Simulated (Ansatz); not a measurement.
BaZrO₃, space group I4/mcm, a conversion between chain and input file

With the Python package of Ansatz (0.2.0).

Notebook, run cell by cell (the value of a cell's last expression is shown):

In [1]:
```python
from pathlib import Path

import ansatz as az
```

In [2]:
```python
cell = (
    az.Lattice.of((-2.976965, 2.976965, 4.213942), (2.976965, -2.976965, 4.213942), (2.976965, 2.976965, -4.213942))
    .atom("Ba", (0.75, 0.25, 0.5))
    .atom("Ba", (0.25, 0.75, 0.5))
    .atom("Zr", (0.0, 0.0, 0.0))
    .atom("Zr", (0.5, 0.5, 0.0))
    .atom("O", (0.75, 0.75, 0.0))
    .atom("O", (0.25, 0.25, 0.0))
    .atom("O", (0.239367, 0.739367, 0.978734))
    .atom("O", (0.760633, 0.260633, 0.021266))
    .atom("O", (0.739367, 0.760633, 0.5))
    .atom("O", (0.260633, 0.239367, 0.5))
)

job = (
    cell.calculation()
    .kpoints(mesh=(4, 4, 4))
    .occupations("fixed")
    .functional("PBEsol")
    .basis(470)
    .density_of_states(projected=True, energy_step=0.02)
)
Path("written.yaml").write_text(job.to_yaml())
back = az.Calculation.from_yaml("written.yaml")
print(back.to_python())
print("same input:", back.to_yaml() == job.to_yaml())
```
```text
(
    az.Lattice.of(((-2.976965, 2.976965, 4.213942), (2.976965, -2.976965, 4.213942), (2.976965, 2.976965, -4.213942)))
    .atom("Ba", (0.75, 0.25, 0.5))
    .atom("Ba", (0.25, 0.75, 0.5))
    .atom("Zr", (0.0, 0.0, 0.0))
    .atom("Zr", (0.5, 0.5, 0.0))
    .atom("O", (0.75, 0.75, 0.0))
    .atom("O", (0.25, 0.25, 0.0))
    .atom("O", (0.239367, 0.739367, 0.978734))
    .atom("O", (0.760633, 0.260633, 0.021266))
    .atom("O", (0.739367, 0.760633, 0.5))
    .atom("O", (0.260633, 0.239367, 0.5))
    .calculation()
    .basis(cutoff=470.0)
    .kpoints(4, 4, 4)
    .functional("pbesol")
    .occupations(method="fixed")
    .density_of_states(energy_step=0.02, projected=True)
)

same input: True
```

`written.yaml`, as written:
```yaml
crystal:
  lattice:
    - [-2.976965, 2.976965, 4.213942]
    - [2.976965, -2.976965, 4.213942]
    - [2.976965, 2.976965, -4.213942]
  atoms:
    - { symbol: Ba, position: [0.75, 0.25, 0.5] }
    - { symbol: Ba, position: [0.25, 0.75, 0.5] }
    - { symbol: Zr, position: [0.0, 0.0, 0.0] }
    - { symbol: Zr, position: [0.5, 0.5, 0.0] }
    - { symbol: O, position: [0.75, 0.75, 0.0] }
    - { symbol: O, position: [0.25, 0.25, 0.0] }
    - { symbol: O, position: [0.239367, 0.739367, 0.978734] }
    - { symbol: O, position: [0.760633, 0.260633, 0.021266] }
    - { symbol: O, position: [0.739367, 0.760633, 0.5] }
    - { symbol: O, position: [0.260633, 0.239367, 0.5] }
basis:
  ecutwfc: 470.0
kpoints:
  mp_grid:
    grid: [4, 4, 4]
hamiltonian:
  xc: pbesol
scf:
  occupations:
    method: fixed
output:
  dos:
    de: 0.02
    projected: true
```

The input is only written out: it wasn't run, and its settings aren't tested. The structure comes from a database and needn't be a stable phase.
